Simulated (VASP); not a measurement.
Write the native input for VASP 6.6.1 that does the following.

* Task: relaxation of cell and atoms
* Functional: r2SCAN
* Potentials or basis: VASP PAW PBE potentials, release 64 (Ag, Cl)
* Cutoff: 600 eV
* k mesh: 8 × 8 × 8
* Occupations: fermi-dirac, width 0.02 eV
* Spin: no spin polarisation
* Dipole correction: no
* Further INCAR settings: ALGO = Normal; EDIFF = 1e-06; IBRION = 2; EDIFFG = -0.005; NSW = 80; ISIF = 3

Crystal: AgCl (Chlorargyrite).

```
Ag Cl
1.0
     0.00000    2.80534    2.80534
     2.80534    0.00000    2.80534
     2.80534    2.80534    0.00000
Ag Cl
1 1
Direct
  0.00000 0.00000 0.00000
  0.50000 0.50000 0.50000
```

The input as run:

POSCAR

```
AgCl
1.0
    0.0000000000      2.8053419179      2.8053419179
    2.8053419179      0.0000000000      2.8053419179
    2.8053419179      2.8053419179      0.0000000000
Ag Cl
1 1
Direct
    0.0000000000      0.0000000000      0.0000000000
    0.5000000000      0.5000000000      0.5000000000
```

INCAR.step1

```
  ALGO = Normal
  EDIFF = 1E-4
  ENCUT = 600
  GGA = PE
  ISMEAR = -1
  LASPH = True
  LCHARG = False
  LREAL = False
  LWAVE = True
  NELM = 100
  PREC = Accurate
  SIGMA = 0.02
```

INCAR.step2

```
  ALGO = Normal
  EDIFF = 1E-6
  EDIFFG = -0.005
  ENCUT = 600
  IBRION = 2
  ISIF = 3
  ISMEAR = -1
  ISTART = 1
  LASPH = True
  LCHARG = False
  LMIXTAU = True
  LREAL = False
  LWAVE = False
  METAGGA = R2SCAN
  NELM = 100
  NSW = 80
  PREC = Accurate
  SIGMA = 0.02
```

KPOINTS

```
k-points
0
Gamma
  8 8 8
```

Potentials or basis: VASP PAW PBE potentials, release 64 (Ag, Cl).

Launch:

```sh
$ cat potpaw_PBE.64/Ag/POTCAR potpaw_PBE.64/Cl/POTCAR > POTCAR
$ cp INCAR.step1 INCAR
$ mpirun -np 1 vasp_std > vasp.out
$ cp INCAR.step2 INCAR
$ mpirun -np 1 vasp_std > vasp.out
```

It gave:

| Item | Value |
| --- | --- |
| Relaxed volume | 21.31 Å³/atom |
| Relaxed cell | a = 3.921 Å, b = 3.921 Å, c = 3.921 Å, α = 60.00°, β = 60.00°, γ = 60.00° |
| Space group after relaxing (to 0.05 Å) | Fm-3m (No. 225) |
| Energy gained by relaxing | 4.2 meV/atom |
| Ionic steps | 3 |
| Pressure after relaxing | 0.0 GPa |
| Band gap on the k mesh | 1.42 eV, indirect (least direct gap 3.70 eV) |

Caveat: the PAW data sets were made with another functional, which shifts forces and pressure a little.

Run time: 100 s on 1 thread of Intel(R) Xeon(R) Platinum 8488C (Sapphire Rapids) (shared host), peak memory 0.21 GiB.
